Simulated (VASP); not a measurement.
# Hg in VASP: further runs

Aim: see how the results for Hg move with the level of theory and the settings. Levels: revPBE+D3, revPBE+D3(BJ), revPBE+D4. Tasks: relaxation of the atoms.

Everything below comes from runs of VASP 6.6.1. Logs are shortened: lines on timing, memory, paths and dates and some standing lists are left out, and cuts for length are marked.

## Step 1: Starting point

The cell holds a slab with vacuum, 4 atoms: a = 3.606 Å, b = 3.606 Å, c = 23.444 Å, α = 90.00°, β = 90.00°, γ = 60.06°.

The slab is cut from a database's or a generator's crystal, which needn't be the stable form of the element.

## Step 2: Relaxation of the atoms, revPBE+D3

File INCAR:

```
SYSTEM = Hg
PREC     = Accurate       ! precision mode
ENCUT    = 520            ! plane-wave cutoff, eV
EDIFF    = 1E-6           ! SCF threshold, eV
ISMEAR   = -1             ! smearing method
SIGMA    = 0.05           ! smearing width, eV
LREAL    = .FALSE.        ! projectors in reciprocal space
LASPH    = .TRUE.         ! aspherical terms in the spheres
NELM     = 60             ! most SCF steps
ALGO     = Fast           ! electronic algorithm
ISIF     = 2              ! what is computed and relaxed
LWAVE    = .FALSE.        ! write WAVECAR
LCHARG   = .FALSE.        ! write CHGCAR
LDIPOL   = .TRUE.       
IDIPOL   = 3            
DIPOL    = 0.5 0.5 0.500
GGA      = RE             ! functional
IVDW     = 11             ! dispersion correction
IBRION   = 2              ! ionic algorithm
NSW      = 40             ! ionic steps
EDIFFG   = -0.02          ! ionic threshold
```

File KPOINTS:

```
regular mesh
0
G
  7 7 1
  0 0 0
```

File POSCAR:

```
Hg
1.0
    3.6057960290      0.0000000000      0.0000000000
    1.7995193020      3.1246592269      0.0000000000
    0.0000000000      0.0000000000     23.4440744872
Hg
4
Selective dynamics
Direct
    0.3343437984      0.3343437984      0.3199102615  F F F
    0.6692523297      0.6692523297      0.4410345604  F F F
    0.3337790654      0.3337790654      0.5589654396  T T T
    0.6686875968      0.6686875968      0.6800897385  T T T
```

Potentials or basis: VASP PAW PBE potentials, release 64 (Hg).

Started as:

```bash
> cat potpaw_PBE.64/Hg/POTCAR > POTCAR
> mpirun -np 1 vasp_std > vasp.out
```

OUTCAR:

```text
SYSTEM = Hg
   PREC = Accurate
   ENCUT = 520
   EDIFF = 1E-6
   ISMEAR = -1
   LREAL = .FALSE.
   LASPH = .TRUE.
   NELM = 60
   ISIF = 2
   GGA = RE
   IVDW = 11
   IBRION = 2
   NSW = 40
   EDIFFG = -0.02
 IVDW          = 11

 ion  position               nearest neighbor table
   1  0.334  0.334  0.320-   2 3.52   2 3.52   2 3.53
   2  0.669  0.669  0.441-   3 3.46   3 3.46   3 3.47   1 3.52   1 3.52   1 3.53
   3  0.334  0.334  0.559-   2 3.46   2 3.46   2 3.47   4 3.52   4 3.52   4 3.53
   4  0.669  0.669  0.680-   3 3.52   3 3.52   3 3.53

  LATTYP: Found a base centered orthorhombic cell.
 ALAT       =     3.6091731600
 B/A-ratio  =     1.7298895459
 C/A-ratio  =     6.4956912423

  Lattice vectors:

 A1 = (  -1.7995193020,  -3.1246592269,   0.0000000000)
 A2 = (   3.6057960290,   0.0000000000,   0.0000000000)
 A3 = (   0.0000000000,   0.0000000000,  23.4440744872)

Analysis of symmetry for initial positions (statically):
=====================================================================
 Subroutine PRICEL returns:
 Original cell was already a primitive cell.

 Routine SETGRP: Setting up the symmetry group for a
 base centered orthorhombic supercell.

 Subroutine GETGRP returns: Found  4 space group operations
 (whereof  2 operations were pure point group operations)
 out of a pool of  8 trial point group operations.

The static configuration has the point symmetry C_1h.
 The point group associated with its full space group is C_2h.

Analysis of symmetry for dynamics (positions and initial velocities):
=====================================================================
 Subroutine PRICEL returns:
 Original cell was already a primitive cell.

 Routine SETGRP: Setting up the symmetry group for a
 base centered orthorhombic supercell.

 Subroutine GETGRP returns: Found  4 space group operations
 (whereof  2 operations were pure point group operations)
 out of a pool of  8 trial point group operations.

The dynamic configuration has the point symmetry C_1h.
 The point group associated with its full space group is C_2h.

Analysis of constrained symmetry for selective dynamics:
=====================================================================
 Subroutine PRICEL returns:
 Original cell was already a primitive cell.

 Routine SETGRP: Setting up the symmetry group for a
 base centered orthorhombic supercell.

 Subroutine GETGRP returns: Found  2 space group operations
 (whereof  2 operations were pure point group operations)
 out of a pool of  8 trial point group operations.

The constrained configuration has the point symmetry C_1h.

 Subroutine INISYM returns: Found  2 space group operations
 (whereof  2 operations are pure point group operations),
 and found     1 'primitive' translations

----------------------------------------------------------------------------------------

                                     Primitive cell

  volume of cell :     264.1417

  direct lattice vectors                    reciprocal lattice vectors
     3.605796029  0.000000000  0.000000000     0.277331272 -0.159717570  0.000000000
     1.799519302  3.124659227  0.000000000     0.000000000  0.320034899  0.000000000
     0.000000000  0.000000000 23.444074487     0.000000000  0.000000000  0.042654702

  length of vectors
     3.605796029  3.605796029 23.444074487     0.320034899  0.320034899  0.042654702

  position of ions in fractional coordinates (direct lattice)
     0.334343798  0.334343798  0.319910261
     0.669252330  0.669252330  0.441034560
     0.333779065  0.333779065  0.558965440
     0.668687597  0.668687597  0.680089739

  ion indices of the primitive-cell ions
   primitive index   ion index
                 1           1
                 2           2
                 3           3
                 4           4

----------------------------------------------------------------------------------------

 KPOINTS: regular mesh

Automatic generation of k-mesh.
 Grid dimensions read from file:
 generate k-points for:    7    7    1

 Generating k-lattice:

  Cartesian coordinates                     Fractional coordinates (reciprocal lattice)
     0.039618753 -0.022816796  0.000000000     0.142857143 -0.000000000  0.000000000
     0.000000000  0.045719271  0.000000000     0.000000000  0.142857143  0.000000000
     0.000000000  0.000000000  0.042654702     0.000000000  0.000000000  1.000000000

  Length of vectors
     0.045719271  0.045719271  0.042654702

  Shift w.r.t. Gamma in fractional coordinates (k-lattice)
     0.000000000  0.000000000  0.000000000

 Subroutine IBZKPT returns following result:
 ===========================================

 Found     16 irreducible k-points:

 Following reciprocal coordinates:
            Coordinates               Weight
  0.000000  0.000000  0.000000      1.000000
  0.142857  0.000000  0.000000      4.000000
  0.285714  0.000000  0.000000      4.000000
  0.428571  0.000000  0.000000      4.000000
  0.142857  0.142857  0.000000      2.000000
  0.285714  0.142857  0.000000      4.000000
[... 8 lines left out ...]
  0.428571  0.428571  0.000000      2.000000
 -0.428571  0.428571  0.000000      2.000000
   k-points           NKPTS =     16   k-points in BZ     NKDIM =     16   number of bands    NBANDS=     28
   number of dos      NEDOS =    301   number of ions     NIONS =      4
   total plane-waves  NPLWV = 141120
   dimension x,y,z NGX =    28 NGY =   28 NGZ =  180
   dimension x,y,z NGXF=    56 NGYF=   56 NGZF=  360
   ions per type =               4
   NGX,Y,Z   is equivalent  to a cutoff of  12.91, 12.91, 12.76 a.u.
   NGXF,Y,Z  is equivalent  to a cutoff of  25.82, 25.82, 25.53 a.u.
 SYSTEM =  Hg
   PREC   = accura    normal or accurate (medium, high low for compatibility)
   ISTART =      0    job   : 0-new  1-cont  2-samecut
   ICHARG =      2    charge: 1-file 2-atom 10-const
   ISPIN  =      1    spin polarized calculation?
   LNONCOLLINEAR =      F non collinear calculations
   LSORBIT =      F    spin-orbit coupling
   LASPH  =      T    aspherical Exc in radial PAW
   ENCUT  =  520.0 eV  38.22 Ry    6.18 a.u.   6.70  6.70 43.59*2*pi/ulx,y,z
   NELM   =     60;   NELMIN=  2; NELMDL= -5     # of ELM steps
   EDIFF  = 0.1E-05   stopping-criterion for ELM
   LREAL  =      F    real-space projection
   EDIFFG = -.2E-01   stopping-criterion for IOM
   NSW    =     40    number of steps for IOM
   IBRION =      2    ionic relax: 0-MD 1-quasi-New 2-CG
   NFREE  =      1    steps in history (QN), initial steepest desc. (CG)
   ISIF   =      2    stress and relaxation
   ISYM   =      2    0-nonsym 1-usesym 2-fastsym
   POTIM  = 0.5000    time-step for ionic-motion
   TEBEG  =    0.0;   TEEND  =   0.0 temperature during run
   PSTRESS=    0.0 pullay stress
   NELECT =      48.0000    total number of electrons
   NUPDOWN=      -1.0000    fix difference up-down
   EMIN   =  10.00;   EMAX   =-10.00  energy-range for DOS
   EFERMI =   0.00;   METHOD = LEGACY
   ISMEAR =    -1;   SIGMA  =   0.05  broadening in eV -4-tet -1-fermi 0-gaus
   EFERMI_NEDOS =   21; number of points for ismear=-14 and -15
   IALGO  =     68    algorithm
   IMIX   =      4    mixing-type and parameters
     AMIX     =   0.40;   BMIX     =  1.00
     AMIX_MAG =   1.60;   BMIX_MAG =  1.00
  volume/ion in A,a.u.               =      66.04       445.63
  Fermi-wavevector in a.u.,A,eV,Ry     =   0.927277  1.752300 11.698876  0.859843
  Thomas-Fermi vector in A             =   2.053330
   LORBIT       =      0    0 simple, 1 ext, 2 COOP (PROOUT), +10 PAW based schemes
   GGA     = RE    functional components
   LHFCALC =     F    Hartree Fock is set to
   AEXX    =    0.0000 exact exchange contribution
   IVDW    =    11    specifies the selected vdW correction
   LEPSILON=     F    determine dielectric tensor
   LRPA    =     F    only Hartree local field effects (RPA)
 conjugate gradient relaxation of ions
 non-spin polarized calculation
 RMM-DIIS sequential band-by-band and
  energy-cutoff  :      520.00
  volume of cell :      264.14
 maximum number of plane-waves:      7135
   NGX = 13   NGY = 13   NGZ = 87

--------------------------------------- Ionic step        1  -------------------------------------------

 number of electron      48.0000003 magnetization

 Free energy of the ion-electron system (eV)
  ---------------------------------------------------
  ext. energy  EPLUGINS =         0.00000000
  ---------------------------------------------------
  free energy    TOTEN  =         0.42375750 eV

  energy without entropy =        0.42375764  energy(sigma->0) =        0.42375757

------------------------ aborting loop because EDIFF is reached ----------------------------------------

 Edisp (eV)   -2.72963

 E8    (eV) :    -1.4487

  FORCE on cell =-STRESS in cart. coord.  units (eV):
  Direction    XX          YY          ZZ          XY          YZ          ZX
  --------------------------------------------------------------------------------------
  -------------------------------------------------------------------------------------
  Total       1.17950     1.18095     1.49634    -0.00126    -0.00112    -0.00193
  in kB       7.15435     7.16317     9.07617    -0.00766    -0.00678    -0.01173
  external pressure =        7.80 kB  Pullay stress =        0.00 kB
[... 235 lines left out ...]
--------------------------------------- Ionic step        7  -------------------------------------------

 number of electron      48.0000003 magnetization

------------------------ aborting loop because EDIFF is reached ----------------------------------------

 vacuum level on the upper side and lower side of the slab       (xc-potential included)        -0.068         0.002

 Edisp (eV)   -2.73633

 E8    (eV) :    -1.4661

  FORCE on cell =-STRESS in cart. coord.  units (eV):
  Direction    XX          YY          ZZ          XY          YZ          ZX
  --------------------------------------------------------------------------------------
  -------------------------------------------------------------------------------------
  Total       1.01689     1.01322     0.77885     0.00319    -0.00058    -0.00101
  in kB       6.16806     6.14577     4.72418     0.01935    -0.00354    -0.00613
  external pressure =        5.68 kB  Pullay stress =        0.00 kB
[... 19 lines left out ...]
  FREE ENERGIE OF THE ION-ELECTRON SYSTEM (eV)
  ---------------------------------------------------
  free  energy   TOTEN  =        -2.3358176400 eV

  energy  without entropy=       -2.3358174507  energy(sigma->0) =       -2.33581755

 dipolmoment           0.000000      0.000000      0.000528 electrons x Angstroem

--------------------------------------- Ionic step        8  -------------------------------------------

 number of electron      48.0000004 magnetization

 dipolmoment           0.000000      0.000000     -0.000523 electrons x Angstroem

 Free energy of the ion-electron system (eV)
  ---------------------------------------------------
  ext. energy  EPLUGINS =         0.00000000
  ---------------------------------------------------
  free energy    TOTEN  =         0.39315731 eV

  energy without entropy =        0.39315753  energy(sigma->0) =        0.39315742

 E-fermi :  -1.9953     XC(G=0):  -4.9462

 val. band max:       -2.7119579167   @ k =  -0.4286   0.2857   0.0000
 cond. band min:      -1.3703886580   @ k =   0.0000   0.0000   0.0000
 fundamental gap:      1.3415692587
 Fermi energy:        -1.9953329763

 k-point     1 :       0.0000    0.0000    0.0000
  band No.  band energies     occupation
      1      -8.2721      2.00000
      2      -8.1804      2.00000
      3      -8.1274      2.00000
      4      -8.0178      2.00000
      5      -7.9158      2.00000
      6      -7.9126      2.00000
[... 485 lines left out ...]
     27      -0.1775      0.00000
     28       0.7136      0.00000

------------------------ aborting loop because EDIFF is reached ----------------------------------------

 vacuum level on the upper side and lower side of the slab       (xc-potential included)        -0.011        -0.001

 Edisp (eV)   -2.73652

 E8    (eV) :    -1.4725

  FORCE on cell =-STRESS in cart. coord.  units (eV):
  Direction    XX          YY          ZZ          XY          YZ          ZX
  --------------------------------------------------------------------------------------
  -------------------------------------------------------------------------------------
  Total       0.94864     0.94226     0.48082     0.00554     0.00015     0.00025
  in kB       5.75408     5.71536     2.91646     0.03362     0.00088     0.00152
  external pressure =        4.80 kB  Pullay stress =        0.00 kB
[... 19 lines left out ...]
  FREE ENERGIE OF THE ION-ELECTRON SYSTEM (eV)
  ---------------------------------------------------
  free  energy   TOTEN  =        -2.3433621313 eV

  energy  without entropy=       -2.3433619086  energy(sigma->0) =       -2.34336202

 reached required accuracy - stopping structural energy minimisation

 vacuum level on the upper side and lower side of the slab         2.270         2.389
```

It took 5.6 min on 1 thread of Intel Xeon 6975P-C (Granite Rapids), shared host; peak memory 0.44 GiB.

What came out:

```yaml
Free_energy: -2.3434 eV
Energy_gained_by_relaxing: 9.4 meV/atom
Ionic_steps: 8
Band_gap_on_the_k_mesh: 1.34 eV, indirect (least direct gap 2.03 eV)
Dispersion_energy_per_atom: -0.684 eV
```

The path:
```tsv
step	energy change (eV)	largest force (eV/Å)	pressure (GPa)
1	0.0000	0.1814	0.78
2	-0.0016	0.1800	0.77
3	-0.0058	0.1792	0.74
4	-0.0124	0.1796	0.70
5	-0.0178	0.2021	0.62
6	-0.0213	0.1821	0.61
7	-0.0299	0.1833	0.57
8	-0.0375	0.1901	0.48
```

Final structure:
```
Hg
1.0
     3.60580    0.00000    0.00000
     1.79952    3.12466    0.00000
     0.00000    0.00000   23.44407
Hg
4
Cartesian
  1.8072 1.0447 7.5000
  3.6175 2.0912 10.3396
  1.8103 1.0465 13.3062
  3.6119 2.0879 16.3304
```

Levels at points of the mesh, in eV from the valence-band top:
```tsv
k point	band 20	band 21	band 22	band 23	band 24	band 25	band 26	band 27	band 28
(0.00, 0.00, 0.00)	-4.67	-4.67	-4.59	-3.42	-2.01	1.34	3.08	4.59	5.49
```

Caveat: the PAW data sets were made with another functional, which shifts forces and pressure a little; spin-orbit coupling is left out, which moves the levels of the heavy elements.

[end of part 1 of 2]
